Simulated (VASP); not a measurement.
# ZnCu: formation energy of Sn on the Cu site, part 2 of 4

Wanted: what Sn on the Cu site costs in ZnCu and how the lattice relaxes round it. The start is a cell from a database of measured crystal structures.

VASP 6.6.1, plane waves and PAW; the level of theory is named at each step.

So far. Step 2 (Relax the host again, on a new basis): The start already met the threshold, so nothing moved. Step 3 (The perfect supercell): The host is treated as a metal, as its relaxation found a gap under 0.3 eV or none, and only the neutral defect is run.

### 4. Reference Sn

This step: LDA; plane waves and PAW (Sn) (VASP 6.6.1).

System of this step: Sn. Symmetry: I4_1/amd, No. 141, tetragonal system. The conventional cell has a = 5.820 Å, b = 5.820 Å, c = 3.178 Å, α = 90.00°, β = 90.00°, γ = 90.00°. Sn has 6 Sn at 3.02 to 3.18 Å nearest.

The reference for Sn is its crystal, relaxed at the cutoff of the large cell.

The input, INCAR:

```
SYSTEM = Sn
PREC = Normal
ENCUT = 300
EDIFF = 1E-05
NELM = 120
ISMEAR = 1
SIGMA = 0.1
LREAL = Auto
ALGO = Fast
GGA = CA
NBANDS = 10
LORBIT = 11
LWAVE = .FALSE.
LCHARG = .FALSE.
KPAR = 4
LASPH = .TRUE.
IBRION = 2
NSW = 25
ISIF = 3
EDIFFG = -0.02
POTIM = 0.4
```

The input, POSCAR:

```
Sn
1.0
   -2.9100000000      2.9100000000      1.5888600000
    2.9100000000     -2.9100000000      1.5888600000
    2.9100000000      2.9100000000     -1.5888600000
Sn
2
Direct
    0.0000000000      0.0000000000      0.0000000000
    0.2500000000      0.7500000000      0.5000000000
```

The input, KPOINTS:

```
Automatic mesh
0
Gamma
10 10 10
0 0 0
```

Potentials, in the order of the species: Sn (LDA family, release 64).

Run with:

```sh
$ mpirun -np 4 vasp_std
```

What it wrote:

```text
[banner, memory and clock lines left out]
running    4 mpi-ranks, on    1 nodes
 distrk:  each k-point on    1 cores,    4 groups
 distr:  one band on    1 cores,    1 groups

 POSCAR found type information on POSCAR Sn
 POSCAR found :  1 types and       2 ions
|                                                                             |
|               ----> ADVICE to this user running VASP <----                  |
|                                                                             |
|     You have a (more or less) 'small supercell' and for smaller cells       |
|     it is recommended to use the reciprocal-space projection scheme!        |
|     The real-space optimization is not efficient for small cells and it     |
|     is also less accurate ...                                               |
|     Therefore, set LREAL=.FALSE. in the INCAR file.                         |
|                                                                             |

 LDA part: xc-table for (Slater(with rela. corr.)+CA(PZ))
 , standard interpolation
 POSCAR, INCAR and KPOINTS ok, starting setup
 FFT: planning ... GRIDC
 FFT: planning ... GRID_SOFT
 FFT: planning ... GRID
 WAVECAR not read
 entering main loop
       N       E                     dE             d eps       ncg     rms          rms(c)
DAV:   1     0.596408778494E+01    0.59641E+01   -0.21075E+03  2040   0.378E+02
DAV:   2    -0.869297668045E+01   -0.14657E+02   -0.14179E+02  2990   0.605E+01
DAV:   3    -0.905154333121E+01   -0.35857E+00   -0.35694E+00  2564   0.966E+00
DAV:   4    -0.905276357733E+01   -0.12202E-02   -0.12201E-02  2492   0.681E-01
DAV:   5    -0.905276761739E+01   -0.40401E-05   -0.40402E-05  2468   0.386E-02    0.262E+00
RMM:   6    -0.901358532795E+01    0.39182E-01   -0.44925E-03  2040   0.459E-01    0.155E+00
RMM:   7    -0.898983475114E+01    0.23751E-01   -0.13279E-02  2040   0.808E-01    0.684E-02
RMM:   8    -0.899010064221E+01   -0.26589E-03   -0.16218E-03  2040   0.303E-01    0.167E-02
RMM:   9    -0.899010754571E+01   -0.69035E-05   -0.86836E-05  1983   0.787E-02
   1 F= -.89901075E+01 E0= -.89899445E+01  d E =-.899011E+01
 curvature:   0.00 expect dE= 0.000E+00 dE for cont linesearch  0.000E+00
 trial: gam= 0.00000 g(F)=  0.963E-48 g(S)=  0.153E-01 ort = 0.000E+00 (trialstep = 0.100E+01)
 search vector abs. value=  0.153E-01
 bond charge predicted
       N       E                     dE             d eps       ncg     rms          rms(c)
DAV:   1    -0.900467472003E+01   -0.14574E-01   -0.27688E-01  2344   0.263E+00    0.345E-01
RMM:   3    -0.899760959672E+01    0.24190E-02   -0.32237E-03  2040   0.306E-01    0.258E-02
RMM:   4    -0.899763993096E+01   -0.30334E-04   -0.16489E-04  2040   0.858E-02    0.185E-02
RMM:   5    -0.899764281896E+01   -0.28880E-05   -0.19534E-05  1721   0.324E-02
   2 F= -.89976428E+01 E0= -.89975305E+01  d E =-.753527E-02
[... from here on, the cycles between the ionic steps are left out ...]
   3 F= -.89976664E+01 E0= -.89975492E+01  d E =-.755888E-02
   4 F= -.89976628E+01 E0= -.89975476E+01  d E =-.755529E-02
   5 F= -.89984801E+01 E0= -.89984704E+01  d E =-.817236E-03
   6 F= -.89992884E+01 E0= -.89995630E+01  d E =-.162558E-02
   7 F= -.89995265E+01 E0= -.89997982E+01  d E =-.186369E-02
   8 F= -.89995742E+01 E0= -.89998799E+01  d E =-.191138E-02
   9 F= -.89995747E+01 E0= -.89998838E+01  d E =-.191183E-02
  10 F= -.89996019E+01 E0= -.89999129E+01  d E =-.271849E-04
 trial-energy change:   -0.000027  1 .order   -0.000021   -0.000175    0.000133
 step:   0.8046(harm=  0.8046)  dis= 0.00000  next Energy=    -8.999624 (dE=-0.497E-04)
 bond charge predicted
       N       E                     dE             d eps       ncg     rms          rms(c)
DAV:   1    -0.899965553110E+01   -0.54233E-04   -0.79904E-04  2174   0.144E-01    0.183E-02
RMM:   2    -0.899964173456E+01    0.13797E-04   -0.63493E-06  1175   0.163E-02    0.103E-02
RMM:   3    -0.899963452777E+01    0.72068E-05   -0.91868E-06  1044   0.164E-02
  11 F= -.89996345E+01 E0= -.89999449E+01  d E =-.598602E-04
 curvature:  -0.40 expect dE=-0.273E-05 dE for cont linesearch -0.202E-05
 trial: gam=-0.15351 g(F)=  0.103E-47 g(S)=  0.676E-05 ort = 0.249E-04 (trialstep = 0.129E+01)
 search vector abs. value=  0.203E-05
 reached required accuracy - stopping structural energy minimisation
```

Elapsed: 24 s, on 4 MPI ranks of AMD EPYC 7R43, shared host; peak memory 0.43 GiB.

Parts of OUTCAR (step 4):

```text
  LATTYP: Found a body centered tetragonal cell.
 ALAT       =     5.8200000000
 C/A-ratio  =     0.5460000000

 Subroutine GETGRP returns: Found 16 space group operations
 (whereof  8 operations were pure point group operations)

The static configuration has the point symmetry D_2d.
 The point group associated with its full space group is D_4h.

 Found    102 irreducible k-points:

   k-points           NKPTS =    102   k-points in BZ     NKDIM =    102   number of bands    NBANDS=     10

   dimension x,y,z NGX =    20 NGY =   20 NGZ =   20
   dimension x,y,z NGXF=    40 NGYF=   40 NGZF=   40

   ENCUT  =  300.0 eV  22.05 Ry    4.70 a.u.   6.23  6.23  6.23*2*pi/ulx,y,z

   NELECT =       8.0000    total number of electrons

 E-fermi :   5.3915

 k-point     1 :       0.0000    0.0000    0.0000
  band No.  band energies     occupation
      1      -6.0419      2.00000
      2       1.5286      2.00000
      3       3.2198      2.00000
      4       3.2198      2.00000
      5       8.3018      0.00000
      6      11.5219      0.00000
      7      11.5219      0.00000
      8      12.6878      0.00000
      9      12.7887      0.00000
    ...

 k-point     2 :       0.1000    0.0000   -0.0000
  band No.  band energies     occupation
      1      -5.8335      2.00000
      2       1.2788      2.00000
      3       3.2488      2.00000
      4       3.8700      2.00000
      5       8.6406      0.00000
      6      10.6424      0.00000
      7      11.1269      0.00000
      8      11.3488      0.00000
      9      11.5524      0.00000
    ...

  Total        0.0055326      0.0055326      0.0170046      0.0000000      0.0000000      0.0000000
  in kB        0.1687824      0.1687824      0.5187564      0.0000000      0.0000000      0.0000000
  external PRESSURE =       0.2854404 kB  Pullay stress =       0.0000000 kB

  energy-cutoff  :      300.00
  volume of cell :       52.52
      direct lattice vectors                 reciprocal lattice vectors
    -2.908113966  2.908113966  1.552494640     0.000000000  0.171932739  0.322062304
     2.908113966 -2.908113966  1.552494640     0.171932739  0.000000000  0.322062304
     2.908113966  2.908113966 -1.552494640     0.171932739  0.171932739  0.000000000

 POSITION                                       TOTAL-FORCE (eV/Angst)
 -----------------------------------------------------------------------------------
      0.00000      0.00000     -0.00000        -0.000000      0.000000      0.000000
      2.90811     -0.00000      0.77625         0.000000     -0.000000     -0.000000
 -----------------------------------------------------------------------------------
    total drift:                                0.000000      0.000000      0.000000

  FREE ENERGIE OF THE ION-ELECTRON SYSTEM (eV)
  ---------------------------------------------------
  free  energy   TOTEN  =        -8.9996345278 eV

  energy  without entropy=       -9.0005656006  energy(sigma->0) =       -8.99994489

 total charge
# of ion       s       p       d       tot
------------------------------------------
    1        1.479   1.516   0.116   3.110
    2        1.479   1.516   0.116   3.110
--------------------------------------------------
tot          2.958   3.032   0.231   6.221

[... 1 part as in an earlier step ...]

[... 7 further parts left out ...]
```

The data set Sn keeps the semicore shell frozen, which is cheaper and a little less accurate. The run keeps the 16 symmetry operations of its start, so it cannot find a distortion of lower symmetry.

Relaxation path:

| step | energy less that of the first step (eV) | largest force (eV/Å) | pressure (GPa) | volume (Å³) |
| --- | --- | --- | --- | --- |
| 1 | 0.0000 | 0.0000 | -1.47 | 53.82 |
| 2 | -0.0075 | 0.0000 | 0.20 | 52.30 |
| 3 | -0.0076 | 0.0000 | 0.07 | 52.37 |
| 4 | -0.0076 | 0.0000 | 0.14 | 52.34 |
| 5 | -0.0084 | 0.0000 | 0.09 | 52.36 |
| 6 | -0.0092 | 0.0000 | 0.13 | 52.42 |
| 7 | -0.0094 | 0.0000 | 0.15 | 52.40 |
| 8 | -0.0095 | 0.0000 | 0.14 | 52.40 |
| 9 | -0.0095 | 0.0000 | 0.14 | 52.41 |
| 10 | -0.0095 | 0.0000 | -0.11 | 52.60 |
| 11 | -0.0095 | 0.0000 | 0.03 | 52.52 |

| conventional cell, symmetrised | before | after | change |
| --- | --- | --- | --- |
| a (Å) | 5.820 | 5.816 | -0.1 % |
| b (Å) | 5.820 | 5.816 | -0.1 % |
| c (Å) | 3.178 | 3.105 | -2.3 % |
| volume (Å³/atom) | 26.91 | 26.26 | -2.4 % |

Final coordinates:

```xyz
2
Lattice="-2.9081 2.9081 1.5525 2.9081 -2.9081 1.5525 2.9081 2.9081 -1.5525" Properties=species:S:1:pos:R:3 pbc="T T T"
Sn    0.0000    0.0000    0.0000
Sn    2.9081    0.0000    0.7762
```

This step gave:

```yaml
electronic_cycles: 44
electrons: 8
free_energy_toten: -9.000 eV
energy_at_zero_smearing: -9.000 eV
fermi_energy: 5.391 eV
```

The run ended after 11 ionic steps, 0.010 eV below its first step, once forces and stress met EDIFFG = -0.02.

Energy at zero smearing: -8.99994 eV.

### 5. Reference Cu

This step: LDA; plane waves and PAW (Cu) (VASP 6.6.1).

System of this step: Cu. The structure is cubic, space group Fm-3m (No. 225). The conventional cell has a = 3.610 Å, b = 3.610 Å, c = 3.610 Å, α = 90.00°, β = 90.00°, γ = 90.00°. Nearest to Cu lie 12 Cu at 2.55 Å.

The reference for Cu is its crystal, relaxed at the cutoff of the large cell.

INCAR: that of step 4 with these lines changed.

```diff
@@ -1,2 +1,2 @@
-SYSTEM = Sn
+SYSTEM = Cu
 PREC = Normal
@@ -10,3 +10,4 @@
 GGA = CA
-NBANDS = 10
+NBANDS = 11
+LASPH = .TRUE.
 LORBIT = 11
@@ -15,3 +16,2 @@
 KPAR = 4
-LASPH = .TRUE.
 IBRION = 2
```

The input, POSCAR:

```
Cu
1.0
    0.0000000000      1.8050000000      1.8050000000
    1.8050000000      0.0000000000      1.8050000000
    1.8050000000      1.8050000000      0.0000000000
Cu
1
Direct
    0.0000000000      0.0000000000      0.0000000000
```

The input, KPOINTS:

```
Automatic mesh
0
Gamma
13 13 13
0 0 0
```

PAW data sets: Cu (LDA family, release 64).

Run with:

```sh
$ mpirun -np 4 vasp_std
```

What it wrote:

```text
[banner, memory and clock lines left out]
running    4 mpi-ranks, on    1 nodes
 distrk:  each k-point on    1 cores,    4 groups
 distr:  one band on    1 cores,    1 groups

 POSCAR found type information on POSCAR Cu
 POSCAR found :  1 types and       1 ions
 [... a notice as in an earlier step ...]

 LDA part: xc-table for (Slater(with rela. corr.)+CA(PZ))
 , standard interpolation
 POSCAR, INCAR and KPOINTS ok, starting setup
 FFT: planning ... GRIDC
 FFT: planning ... GRID_SOFT
 FFT: planning ... GRID
 WAVECAR not read
 entering main loop
       N       E                     dE             d eps       ncg     rms          rms(c)
DAV:   1     0.308520805210E+02    0.30852E+02   -0.39505E+03  1973   0.109E+03
DAV:   2    -0.506701427680E+01   -0.35919E+02   -0.33637E+02  1872   0.164E+02
DAV:   3    -0.566982652168E+01   -0.60281E+00   -0.58590E+00  2165   0.265E+01
DAV:   4    -0.567329269552E+01   -0.34662E-02   -0.34658E-02  2027   0.173E+00
DAV:   5    -0.567332782677E+01   -0.35131E-04   -0.35131E-04  2119   0.177E-01    0.797E+00
RMM:   6    -0.507919694120E+01    0.59413E+00   -0.41794E+00  1855   0.391E+01    0.466E+00
RMM:   7    -0.469441532728E+01    0.38478E+00   -0.71822E-01  1853   0.161E+01    0.982E-01
RMM:   8    -0.468190601580E+01    0.12509E-01   -0.17856E-02  1856   0.154E+00    0.225E-01
RMM:   9    -0.468076027553E+01    0.11457E-02   -0.34977E-03  1894   0.108E+00    0.273E-02
RMM:  10    -0.468079697866E+01   -0.36703E-04   -0.61117E-04  1916   0.320E-01    0.227E-02
RMM:  11    -0.468080105186E+01   -0.40732E-05   -0.99664E-05  1826   0.123E-01
   1 F= -.46808011E+01 E0= -.46808114E+01  d E =-.468080E+01
 curvature:   0.00 expect dE= 0.000E+00 dE for cont linesearch  0.000E+00
 trial: gam= 0.00000 g(F)=  0.586E-65 g(S)=  0.183E+00 ort = 0.000E+00 (trialstep = 0.100E+01)
 search vector abs. value=  0.183E+00
 bond charge predicted
       N       E                     dE             d eps       ncg     rms          rms(c)
DAV:   1    -0.100187565114E+02   -0.53380E+01   -0.82466E+01  2220   0.178E+02    0.194E+01
RMM:   2    -0.620975340893E+01    0.38090E+01   -0.17597E+01  1855   0.875E+01    0.783E+00
RMM:   3    -0.480006782954E+01    0.14097E+01   -0.31486E+00  1859   0.333E+01    0.316E+00
RMM:   4    -0.470239270402E+01    0.97675E-01   -0.76820E-02  1924   0.367E+00    0.102E+00
RMM:   5    -0.468593959160E+01    0.16453E-01   -0.20869E-02  1869   0.279E+00    0.303E-01
RMM:   6    -0.468431906353E+01    0.16205E-02   -0.56967E-03  1886   0.131E+00    0.898E-02
RMM:   7    -0.468444880406E+01   -0.12974E-03   -0.22474E-03  2039   0.500E-01    0.184E-02
RMM:   8    -0.468447117950E+01   -0.22375E-04   -0.26810E-04  1906   0.159E-01    0.481E-03
RMM:   9    -0.468447327902E+01   -0.20995E-05   -0.19427E-05  1445   0.473E-02
   2 F= -.46844733E+01 E0= -.46842752E+01  d E =-.367223E-02
[...]
3 F= -.47219645E+01 E0= -.47218858E+01  d E =-.411634E-01
[...]
4 F= -.47221194E+01 E0= -.47220323E+01  d E =-.413184E-01
 curvature:  -0.28 expect dE=-0.141E-03 dE for cont linesearch -0.141E-03
 ZBRENT: interpolating
 opt :   0.5141  next Energy=    -4.722194 (dE=-0.414E-01)
 bond charge predicted
       N       E                     dE             d eps       ncg     rms          rms(c)
DAV:   1    -0.472330428019E+01   -0.11858E-02   -0.20501E-02  2042   0.321E+00    0.284E-01
RMM:   2    -0.472240596503E+01    0.89832E-03   -0.34081E-03  1860   0.111E+00    0.115E-01
RMM:   3    -0.472212987408E+01    0.27609E-03   -0.42889E-04  1812   0.396E-01    0.524E-02
RMM:   4    -0.472209259834E+01    0.37276E-04   -0.23118E-05  1555   0.551E-02    0.164E-02
RMM:   5    -0.472208848683E+01    0.41115E-05   -0.11562E-05  1283   0.693E-02
   5 F= -.47220885E+01 E0= -.47220051E+01  d E =-.412874E-01
 curvature:  -0.15 expect dE=-0.371E-05 dE for cont linesearch -0.371E-05
 trial: gam=-0.01164 g(F)=  0.469E-62 g(S)=  0.254E-04 ort = 0.216E-02 (trialstep = 0.903E+00)
 search vector abs. value=  0.363E-08
 reached required accuracy - stopping structural energy minimisation
```

The job ended after 6.6 s (4 MPI ranks; peak memory 0.31 GiB).

Parts of OUTCAR (step 5):

```text
   k-points           NKPTS =     84   k-points in BZ     NKDIM =     84   number of bands    NBANDS=     11

   ENCUT  =  300.0 eV  22.05 Ry    4.70 a.u.   3.61  3.61  3.61*2*pi/ulx,y,z

   NELECT =      11.0000    total number of electrons

 E-fermi :   8.6057

 k-point     1 :       0.0000    0.0000    0.0000
  band No.  band energies     occupation
    ...
      2       5.0545      2.00000
      3       5.0545      2.00000
      4       5.0545      2.00000
      5       6.0016      2.00000
      6       6.0016      2.00000
      7      31.6985      0.00000
      8      34.8033      0.00000
      9      34.8033      0.00000
     10      34.8033      0.00000
     11      37.4176      0.00000

  Total       -0.0148116     -0.0148116     -0.0148116      0.0000000      0.0000000      0.0000000
  in kB       -2.1765075     -2.1765075     -2.1765075      0.0000000      0.0000000      0.0000000
  external PRESSURE =      -2.1765075 kB  Pullay stress =       0.0000000 kB

 POSITION                                       TOTAL-FORCE (eV/Angst)
 -----------------------------------------------------------------------------------
      0.00000      0.00000      0.00000         0.000000     -0.000000     -0.000000
 -----------------------------------------------------------------------------------
    total drift:                               -0.000000     -0.000000      0.000000

  FREE ENERGIE OF THE ION-ELECTRON SYSTEM (eV)
  ---------------------------------------------------
  free  energy   TOTEN  =        -4.7220884868 eV

  energy  without entropy=       -4.7218383525  energy(sigma->0) =       -4.72200511

[... 2 parts as in an earlier step ...]

[... 14 further parts left out ...]
```

CONTCAR:

```
Cu
   1.00000000000000
     0.0000000000000000    1.7599803079883578    1.7599803079883578
     1.7599803079883578   -0.0000000000000000    1.7599803079883578
     1.7599803079883578    1.7599803079883578    0.0000000000000000
  Cu
     1
Direct
     0.0000000000000000    0.0000000000000000    0.0000000000000000
```

Step by step:

| step | energy less that of the first step (eV) | largest force (eV/Å) | pressure (GPa) | volume (Å³) |
| --- | --- | --- | --- | --- |
| 1 | 0.0000 | 0.0000 | -17.12 | 11.76 |
| 2 | -0.0037 | 0.0000 | 17.00 | 10.13 |
| 3 | -0.0412 | 0.0000 | -1.10 | 10.93 |
| 4 | -0.0413 | 0.0000 | 0.98 | 10.88 |
| 5 | -0.0413 | 0.0000 | -0.22 | 10.90 |

| conventional cell, symmetrised | before | after | change |
| --- | --- | --- | --- |
| a (Å) | 3.610 | 3.520 | -2.5 % |
| b (Å) | 3.610 | 3.520 | -2.5 % |
| c (Å) | 3.610 | 3.520 | -2.5 % |
| volume (Å³/atom) | 11.76 | 10.90 | -7.3 % |

Final coordinates:

```
Cu
1.0
     0.00000    1.75998    1.75998
     1.75998    0.00000    1.75998
     1.75998    1.75998    0.00000
Cu
1
Direct
  0.00000 0.00000 0.00000
```

Numbers from this step:

| Item | Value |
| --- | --- |
| electronic cycles | 40 |
| electrons | 11 |
| free energy (TOTEN) | -4.722 eV |
| energy at zero smearing | -4.722 eV |
| Fermi energy | 8.606 eV |

The run ended after 5 ionic steps, 0.041 eV below its first step, once forces and stress met EDIFFG = -0.02.

Energy at zero smearing: -4.72201 eV.

(Continued in part 3 of 4.)

[Lines on the potential files, build, host, timing and source positions are cut from VASP's logs without a mark.]

[Logs are printed without paths, hosts, clocks, repeated set-up lines and the standing remarks that a program may print on its own settings, such as how far it seeks lower states.]

[Hosts, paths, dates, database ids (printed as entryN), source tags and the programs' standing remarks are cut or masked in the printed files.]

[In band tables of VASP the shares of atoms and orbitals are scaled to a sum of 1 inside the atoms' spheres.]

[Runs that stopped without an error message from VASP are left out.]
